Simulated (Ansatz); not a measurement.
Input of an Ansatz 0.2.0 run:

Contents of input.yaml:

```yaml
crystal:
  lattice:
    - [0.0, 2.47502, 2.47502]
    - [2.47502, 0.0, 2.47502]
    - [2.47502, 2.47502, 0.0]
  atoms:
    - { symbol: Pb, position: [0.0, 0.0, 0.0] }
hamiltonian:
  xc: blyp
  pseudopotentials: { kind: paw }
  dispersion: d4
kpoints:
  mp_grid: { grid: [9, 9, 9] }
scf:
  occupations: { method: fermi_dirac, width: 0.05 }
output:
  forces: true
  stress: true
relax:
  f_tol: 0.01
  max_steps: 40
  cell: { stress_tol: 0.05 }
```

Potentials or basis: Ansatz PAW.

The run is started by

```console
$ ansatz run input.yaml --threads 2 --pin off --max-ram 5632MiB --backend cpu --events-out ev --progress --plain --runs-dir out
```

Problem. Predict the space group after relaxing (to 0.05 Å).

Solution. Fm-3m (No. 225).

Problem. What does it give for the relaxed volume?

Solution. 31.57 Å³/atom.

Problem. Predict the relaxed cell.

Solution. a = 3.548 Å, b = 3.548 Å, c = 3.548 Å, α = 60.00°, β = 60.00°, γ = 60.00°.

The path:
| step | energy change (eV) | largest force (eV/Å) | volume (Å³) |
| --- | --- | --- | --- |
| 1 | 0.0000 | 0.0000 | 30.32 |
| 2 | -0.0064 | 0.0000 | 31.57 |
| 3 | -0.0066 | 0.0000 | 31.57 |

Caveat: the plane-wave basis is chosen anew once the cell has moved, so the energies of steps on either side of that aren't comparable; the PAW data sets come from PBE, with cores solved anew for the run's functional, which leaves a small shift of forces and pressure. Spin-orbit coupling is left out, which matters for the levels of Pb.

The cell as given is a measured one (30.32 Å³/atom); BLYP+D4 puts the equilibrium volume +4.1 % from it, thermal expansion not counted.
